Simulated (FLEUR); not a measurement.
# GaP (F-43m) in FLEUR: further runs

One crystal, GaP, is run at these levels: Wu-Cohen GGA; tasks: band structure, equation of state.

Program: FLEUR MaX-R8.1 (later development tree). These are calculated values, not measurements. Logs are shortened: lines on timing, memory, paths and dates and some standing lists are left out, and cuts for length are marked.

**Measured values to compare with.**

“Stacking defects in GaP nanowires: Electronic structure and optical properties”, 2018, arxiv:1810.01194 quotes, for a bulk crystal of GaP at 10 K: band gap 2.34 eV (indirect).

From “Phosphorous dimerization in GaP at high pressure”, 2017, arxiv:1709.06667, for a bulk crystal of GaP: bulk modulus 87.5 ± 0.6 GPa.

How close the calculation comes is told below.

### Step 1. Starting point

Symmetry: F-43m, No. 216, cubic system. Conventional cell: a = 5.451 Å, b = 5.451 Å, c = 5.451 Å, α = 90.00°, β = 90.00°, γ = 90.00°. Ga (site symmetry -43m) is surrounded by 4 P at 2.36 Å. P (site symmetry -43m) has 4 Ga at 2.36 Å as nearest neighbours.

### Step 2. Band structure, Wu-Cohen GGA

File inp.xml:

```xml
<?xml version="1.0" encoding="UTF-8" standalone="no"?>
<fleurInput fleurInputVersion="0.39">
   <comment>
      GaP                                                                                                 
   </comment>
   <calculationSetup>
      <cutoffs Kmax="5.05" Gmax="15.7" GmaxXC="15.7" numbands="0"/>
      <scfLoop itmax="60" minDistance="0.00001" maxIterBroyd="15" imix="Anderson" alpha="0.05" precondParam="0.0" spinf="2.0" sdNocoIR="T"/>
      <coreElectrons ctail="T" frcor="F" kcrel="0" coretail_lmax="0"/>
      <xcFunctional name="wc" relativisticCorrections="F"/>
      <magnetism jspins="1"/>
      <soc l_soc="F" theta="0.0" phi="0.0" spav="F"/>
      <expertModes spex="0" secvar="F"/>
      <geometryOptimization l_f="F" forcealpha="1.0" forcemix="BFGS" epsdisp="0.00001" epsforce="0.00001"/>
      <ldaU l_linMix="F" mixParam="0.05" spinf="1.0"/>
   </calculationSetup>
   <cell>
      <bzIntegration valenceElectrons="32.0" mode="hist" fermiSmearingEnergy="0.00183747">
         <kPointListSelection listName="default-1"/>
         <!-- k-points included here -->
         <xi:include xmlns:xi="http://www.w3.org/2001/XInclude" href="kpts.xml"> </xi:include>
      </bzIntegration>
      <!-- symmetry operations included here -->
      <xi:include xmlns:xi="http://www.w3.org/2001/XInclude" href="sym.xml"> </xi:include>
      <bulkLattice scale="1.0">
         <bravaisMatrix>
            <row-1>    0.0000000000000000     5.1499761210661497     5.1499761210661497</row-1>
[... 32 lines left out ...]
         <energyParameters s="3" p="3" d="3" f="4"/>
         <lo type="SCLO" l="1" n="2" eDeriv="0"/>
         <lo type="SCLO" l="0" n="3" eDeriv="2"/>
         <lo type="SCLO" l="2" n="3" eDeriv="2"/>
         <lo type="SCLO" l="3" n="4" eDeriv="2"/>
      </species>
   </atomSpecies>
   <atomGroups>
      <atomGroup species="Gallium (Ga)">
         <relPos label="                   1">.0000000000 .0000000000 .0000000000</relPos>
         <force calculate="T" relaxXYZ="TTT"/>
      </atomGroup>
      <atomGroup species="Phosphorous (P)">
         <relPos label="                   2">-1.000/4.000 -1.000/4.000 -1.000/4.000</relPos>
         <force calculate="T" relaxXYZ="TTT"/>
      </atomGroup>
   </atomGroups>
   <output dos="F" band="F" slice="F">
      <checks vchk="F" cdinf="F"/>
      <bandDOS minEnergy="-.5*Htr" maxEnergy="0.5*Htr" sigma="0.015" storeEVData="T"/>
      <vacuumDOS vacdos="F" integ="F" star="F" nstars="0" locx1="0.0" locy1="0.0" locx2="0.0" locy2="0.0" nstm="0" tworkf="0.0"/>
      <unfoldingBand unfoldBand="F" supercellX="1" supercellY="1" supercellZ="1"/>
      <plotting iplot="0" polar="F">
         <plot TwoD="T" vec1="  1.0  0.0  0.0" vec2="  0.0  1.0  0.0" vec3="  0.0  0.0  1.0" zero="  0.0  0.0  0.0" file="plot"/>
      </plotting>
      <chargeDensitySlicing numkpt="0" minEigenval="0.0" maxEigenval="0.0" nnne="0" pallst="F"/>
      <specialOutput eonly="F"/>
      <moessbauerParams electricFieldGradient="T" isomerShift="T" coreHyperfine="T" valenceHyperfine="T"/>
      <magneticCircularDichroism mcd="F" energyLo="-10.0" energyUp="0.0"/>
   </output>
  <!-- We include the file relax.xml here to enable relaxations (see documentation) -->
  <xi:include xmlns:xi="http://www.w3.org/2001/XInclude" href="relax.xml"> <xi:fallback/> </xi:include>
</fleurInput>
```

File crystal.txt:

```
GaP
&input cartesian=F /
0.0000000000  2.7252500000  2.7252500000
2.7252500000  0.0000000000  2.7252500000
2.7252500000  2.7252500000  0.0000000000
1.8897261246
1.0 1.0 1.0

2
31 0.0000000000  0.0000000000  0.0000000000
15 0.7500000000  0.7500000000  0.7500000000

&kpt div1=8 div2=8 div3=8 gamma=T /
```

File inp.xml (bands):

```
<?xml version="1.0" encoding="UTF-8" standalone="no"?>
<fleurInput fleurInputVersion="0.39">
   <comment>
      GaP                                                                                                 
   </comment>
   <calculationSetup>
      <cutoffs Kmax="5.05" Gmax="15.7" GmaxXC="15.7" numbands="0"/>
      <scfLoop itmax="60" minDistance="0.00001" maxIterBroyd="15" imix="Anderson" alpha="0.05" precondParam="0.0" spinf="2.0" sdNocoIR="T"/>
      <coreElectrons ctail="T" frcor="F" kcrel="0" coretail_lmax="0"/>
      <xcFunctional name="wc" relativisticCorrections="F"/>
      <magnetism jspins="1"/>
      <soc l_soc="F" theta="0.0" phi="0.0" spav="F"/>
      <expertModes spex="0" secvar="F"/>
      <geometryOptimization l_f="F" forcealpha="1.0" forcemix="BFGS" epsdisp="0.00001" epsforce="0.00001"/>
      <ldaU l_linMix="F" mixParam="0.05" spinf="1.0"/>
   </calculationSetup>
   <cell>
      <bzIntegration valenceElectrons="32.0" mode="hist" fermiSmearingEnergy="0.00183747">
         <kPointListSelection listName="path-1"/>
         <!-- k-points included here -->
         <xi:include xmlns:xi="http://www.w3.org/2001/XInclude" href="kpts.xml"> </xi:include>
      </bzIntegration>
      <!-- symmetry operations included here -->
      <xi:include xmlns:xi="http://www.w3.org/2001/XInclude" href="sym.xml"> </xi:include>
      <bulkLattice scale="1.0">
         <bravaisMatrix>
            <row-1>    0.0000000000000000     5.1499761210661497     5.1499761210661497</row-1>
[... 33 lines left out ...]
         <lo type="SCLO" l="1" n="2" eDeriv="0"/>
         <lo type="SCLO" l="0" n="3" eDeriv="2"/>
         <lo type="SCLO" l="2" n="3" eDeriv="2"/>
         <lo type="SCLO" l="3" n="4" eDeriv="2"/>
      </species>
   </atomSpecies>
   <atomGroups>
      <atomGroup species="Gallium (Ga)">
         <relPos label="                   1">.0000000000 .0000000000 .0000000000</relPos>
         <force calculate="T" relaxXYZ="TTT"/>
      </atomGroup>
      <atomGroup species="Phosphorous (P)">
         <relPos label="                   2">-1.000/4.000 -1.000/4.000 -1.000/4.000</relPos>
         <force calculate="T" relaxXYZ="TTT"/>
      </atomGroup>
   </atomGroups>
   <output dos="F" band="T" slice="F">
      <checks vchk="F" cdinf="F"/>
      <bandDOS minEnergy="-.5*Htr" maxEnergy="0.5*Htr" sigma="0.015" storeEVData="T"/>
      <vacuumDOS vacdos="F" integ="F" star="F" nstars="0" locx1="0.0" locy1="0.0" locx2="0.0" locy2="0.0" nstm="0" tworkf="0.0"/>
      <unfoldingBand unfoldBand="F" supercellX="1" supercellY="1" supercellZ="1"/>
      <plotting iplot="0" polar="F">
         <plot TwoD="T" vec1="  1.0  0.0  0.0" vec2="  0.0  1.0  0.0" vec3="  0.0  0.0  1.0" zero="  0.0  0.0  0.0" file="plot"/>
      </plotting>
      <chargeDensitySlicing numkpt="0" minEigenval="0.0" maxEigenval="0.0" nnne="0" pallst="F"/>
      <specialOutput eonly="F"/>
      <moessbauerParams electricFieldGradient="T" isomerShift="T" coreHyperfine="T" valenceHyperfine="T"/>
      <magneticCircularDichroism mcd="F" energyLo="-10.0" energyUp="0.0"/>
   </output>
  <!-- We include the file relax.xml here to enable relaxations (see documentation) -->
  <xi:include xmlns:xi="http://www.w3.org/2001/XInclude" href="relax.xml"> <xi:fallback/> </xi:include>
</fleurInput>
```

Potentials or basis: all-electron, FLAPW.

The run is started by

```
$ inpgen -f crystal.txt -profile fastHighL
$ # inp.xml edited to the form shown
$ fleur_MPI
$ fleur_MPI   # second run, on inp.xml (bands)
```

Log:

```text
Welcome to FLEUR        (www.flapw.de)
      MaX-Release 8.1          (www.max-centre.eu)

 ========== k-point set info ==========
 Selected k-point list: default-1
 k-point list type: mesh
 8 x 8 x 8
 Number of k points: 29

 ------------Calculation Setup---------------------------
 Number of MPI-tasks      :            1
 Number of PE/node        :            1
 Number of OMP-threads    :            1
 Most efficient MPI parallelization for:
           1          29
 Additional eigenvalue parallelization possible
 Number of basis functions:          693
 Approximate size of matrices (H+S) per k-point:         0.014 GB
 --------------------------------------------------------
 Iteration:     1   Distance:       8.19475336 me/bohr^3
 Iteration:     2   Distance:       7.49216454 me/bohr^3
 Iteration:     3   Distance:       4.12319110 me/bohr^3
 Iteration:     4   Distance:       1.27576609 me/bohr^3
 Iteration:     5   Distance:       1.03420098 me/bohr^3
 Iteration:     6   Distance:       0.24660519 me/bohr^3
 Iteration:     7   Distance:       0.10538583 me/bohr^3
 Iteration:     8   Distance:       0.03082766 me/bohr^3
 Iteration:     9   Distance:       0.00505790 me/bohr^3
 Iteration:    10   Distance:       0.00295802 me/bohr^3
 Iteration:    11   Distance:       0.00047076 me/bohr^3
 Iteration:    12   Distance:       0.00042646 me/bohr^3
 Iteration:    13   Distance:       0.00009581 me/bohr^3
 Iteration:    14   Distance:       0.00001122 me/bohr^3
 Iteration:    15   Distance:       0.00000512 me/bohr^3

 ********************************************************************
 Run finished successfully
 Stop message:
   all done
 ********************************************************************
```

output (bands):

```text
Welcome to FLEUR        (www.flapw.de)
      MaX-Release 8.1          (www.max-centre.eu)

 ========== k-point set info ==========
 Selected k-point list: path-1
 k-point list type: path
 Number of k points: 60

 ------------Calculation Setup---------------------------
 Number of MPI-tasks      :            1
 Number of PE/node        :            1
 Number of OMP-threads    :            1
 Most efficient MPI parallelization for:
           1           2           3           4           5           6          10          12          15          20          30          60
 Additional eigenvalue parallelization possible
 Number of basis functions:          693
 Approximate size of matrices (H+S) per k-point:         0.014 GB
 --------------------------------------------------------
 Fermi energy correction for insulators:
 No automatic correction of the Fermi energy has been performed.

 Note: Band structure data (together with different weights) is also stored in the banddos.hdf file.
       A convenient way of extracting and plotting the data from that file is by making use of the

 ********************************************************************
 Run finished successfully
 Stop message:
   Charge density postprocessing done.
 ********************************************************************
```

out.xml (last iteration):

```text
<iteration numberForCurrentRun="   15" overallNumber="   15">
         <energyParameters units="Htr">
            <atomicEP atomType="1" spin="1" branch="4s" branchLowest="-5.05" branchHighest="1.20" value="-0.0670680264"/>
            <atomicEP atomType="1" spin="1" branch="4p" branchLowest="-3.24" branchHighest="1.88" value="0.1179380692"/>
            <atomicEP atomType="1" spin="1" branch="3d" branchLowest="-9.99" branchHighest="-0.28" value="-0.3199063255"/>
            <atomicEP atomType="1" spin="1" branch="4f" branchLowest="-9.99" branchHighest="3.66" value="0.4633309630"/>
            <loAtomicEP atomType="1" spin="1" branch="3s" branchLowest="-45.98" branchHighest="-5.05" value="-5.0518665280"/>
            <loAtomicEP atomType="1" spin="1" branch="3p" branchLowest="-39.98" branchHighest="-3.24" value="-3.2485924984"/>
            <loAtomicEP atomType="1" spin="1" branch="3p" branchLowest="-39.98" branchHighest="-3.24" value="-3.2485924984"/>
            <heloAtomicEP atomType="1" spin="1" branch="4d" branchLowest="2.25" branchHighest="2.25" value="2.2485238899"/>
            <heloAtomicEP atomType="1" spin="1" branch="4d" branchLowest="2.25" branchHighest="2.25" value="2.2485238899"/>
            <loAtomicEP atomType="1" spin="1" branch="4f" branchLowest="-9.99" branchHighest="3.66" value="0.4633339913"/>
            <atomicEP atomType="2" spin="1" branch="3s" branchLowest="-5.95" branchHighest="1.15" value="-0.2592391644"/>
            <atomicEP atomType="2" spin="1" branch="3p" branchLowest="-4.14" branchHighest="1.68" value="-0.0461432722"/>
            <atomicEP atomType="2" spin="1" branch="3d" branchLowest="-9.99" branchHighest="2.14" value="0.1593891128"/>
            <atomicEP atomType="2" spin="1" branch="4f" branchLowest="-9.99" branchHighest="4.84" value="0.3260915984"/>
            <loAtomicEP atomType="2" spin="1" branch="2p" branchLowest="-9.99" branchHighest="-4.14" value="-4.1416372032"/>
            <loAtomicEP atomType="2" spin="1" branch="3s" branchLowest="-5.95" branchHighest="1.15" value="-0.2592391644"/>
            <loAtomicEP atomType="2" spin="1" branch="3d" branchLowest="-9.99" branchHighest="2.14" value="0.1593886657"/>
            <loAtomicEP atomType="2" spin="1" branch="4f" branchLowest="-9.99" branchHighest="4.84" value="0.3260957307"/>
         </energyParameters>
         <eigenvalues>
            <eigenvaluesAt spin="1" ikpt="1" k_x="0.00000000" k_y="0.00000000" k_z="0.00000000">
                      -5.0518649924       -4.1415188832       -4.1415188832       -4.1415188832       -3.2469022980
                      -3.2469022980       -3.2469022980       -0.3285997735       -0.3285997735       -0.3285997735
                      -0.3249294972       -0.3249294972       -0.2535443158        0.2066449389        0.2066449389
                       0.2066449389        0.2692840275        0.3473759679        0.3473759679        0.3473759679
                       0.5207558688        0.5636855990        0.5636855990        0.6579391308        0.6579391308
            </eigenvaluesAt>
            <eigenvaluesAt spin="1" ikpt="2" k_x="0.00000000" k_y="0.00000000" k_z="0.12500000">
[... 41 lines left out ...]
         </coreStates>
         <allElectronCharges>
            <spinDependentCharge spin="1" total="46.0000000" interstitial="4.0987881" mtSpheres="41.9012119"/>
            <totalCharge value="45.9999999973"/>
         </allElectronCharges>
         <moessbauerParams unitsHFF="kG" unitsIS="e/bohr^3" unitsEFG="Htr/bohr^2">
            <coreIsomerShift atomType="1" isTotal="27977.86682">
               <shell n="1" l="0" isomerShift="25426.05989"/>
               <shell n="2" l="0" isomerShift="2531.09092"/>
               <shell n="2" l="1" isomerShift="20.71601"/>
            </coreIsomerShift>
            <coreIsomerShift atomType="2" isTotal="2372.63511">
               <shell n="1" l="0" isomerShift="2209.91783"/>
               <shell n="2" l="0" isomerShift="162.71728"/>
            </coreIsomerShift>
            <isomerShift atomType="1" nucleusRadius="0.0000972" averageDensity="28377.64851"/>
            <isomerShift atomType="2" nucleusRadius="0.0000742" averageDensity="2385.20217"/>
            <electricFieldGradient atomType="1" VXX="0.00000" VYY="0.00000" VZZ="0.00000" asymParam="0.00000">
            </electricFieldGradient>
            <electricFieldGradient atomType="2" VXX="0.00000" VYY="0.00000" VZZ="0.00000" asymParam="0.00000">
            </electricFieldGradient>
         </moessbauerParams>
         <totalEnergy                                    value="    -2285.5494406787" units="Htr">
            <sumOfEigenvalues                            value="    -1304.3273964810">
               <coreElectrons value="-1246.7653649963"/>
               <valenceElectrons value="-57.5620314847"/>
            </sumOfEigenvalues>
            <densityCoulombPotentialIntegral value="-3500.9349519732"/>
            <densityEffectivePotentialIntegral value="-3629.1163202475"/>
            <chargeDenXCDenIntegral value="-98.2022902106"/>
            <FockExchangeEnergyValence value="0.0000000000"/>
            <FockExchangeEnergyCore value="0.0000000000"/>
            <atomTypeDependentContributions atomType="1">
               <electronNucleiInteractionDifferentMTs value="2336.8725078142"/>
               <MadelungTerm value="-13.8932341235"/>
            </atomTypeDependentContributions>
            <atomTypeDependentContributions atomType="2">
               <electronNucleiInteractionDifferentMTs value="401.4433672597"/>
               <MadelungTerm value="-9.4594890506"/>
            </atomTypeDependentContributions>
            <tkbTimesEntropy value="0.0000000000"/>
            <freeEnergy value="-2285.5494406787"/>
            <extrapolationTo0K value="-2285.5494406787"/>
         </totalEnergy>
         <densityConvergence units="me/bohr^3">
            <chargeDensity spin="1" distance="0.0000051200"/>
         </densityConvergence>
      </iteration>
```

Wall time 3 min (1 thread of Arm Neoverse V1, shared host); peak memory 0.07 GiB.

Results:

- Free energy: -62192.9686 eV
- Band gap on the k mesh: 1.51 eV, indirect (least direct gap 1.70 eV)
- Band gap along the path: 1.46 eV, indirect (least direct gap 1.70 eV)
- Valence electrons inside the program's atomic spheres: Ga 19.30; P 8.60 (radii Ga 2.19, P 1.94 bohr)

Levels at the corners of the path, in eV from the valence-band top:
```csv
point,band 12,band 13,band 14,band 15,band 16,band 17,band 18,band 19,band 20,band 21
Γ,-14.46,-12.52,0.00,0.00,0.00,1.70,3.83,3.83,3.83,8.55
X,-14.44,-9.53,-6.81,-2.70,-2.70,1.51,1.71,10.52,10.52,11.05
W,-14.46,-9.43,-6.60,-3.62,-3.47,4.59,4.82,6.01,6.02,11.49
K,-14.45,-9.56,-6.60,-3.99,-2.27,2.07,4.71,8.16,8.18,9.18
Γ,-14.46,-12.52,0.00,0.00,0.00,1.70,3.83,3.83,3.83,8.55
L,-14.46,-10.44,-6.69,-1.13,-1.13,1.57,4.65,4.65,8.07,10.71
U,-14.45,-9.56,-6.60,-3.99,-2.27,2.07,4.71,8.16,8.18,9.18
W,-14.46,-9.43,-6.60,-3.62,-3.47,4.59,4.82,6.01,6.02,11.49
L,-14.46,-10.44,-6.69,-1.13,-1.13,1.57,4.65,4.65,8.07,10.71
K,-14.45,-9.56,-6.60,-3.99,-2.27,2.07,4.71,8.16,8.18,9.18
U,-14.45,-9.56,-6.60,-3.99,-2.27,2.07,4.71,8.16,8.18,9.18
X,-14.44,-9.53,-6.81,-2.70,-2.70,1.51,1.71,10.52,10.52,11.05
```

Core levels (eV from the Fermi level):
```csv
atom,levels
1 Ga,"1s1/2 -10220.0, 2s1/2 -1256.7, 2p1/2 -1112.4, 2p3/2 -1084.7"
2 P,"1s1/2 -2076.4, 2s1/2 -167.5"
```

[end of part 1 of 2]
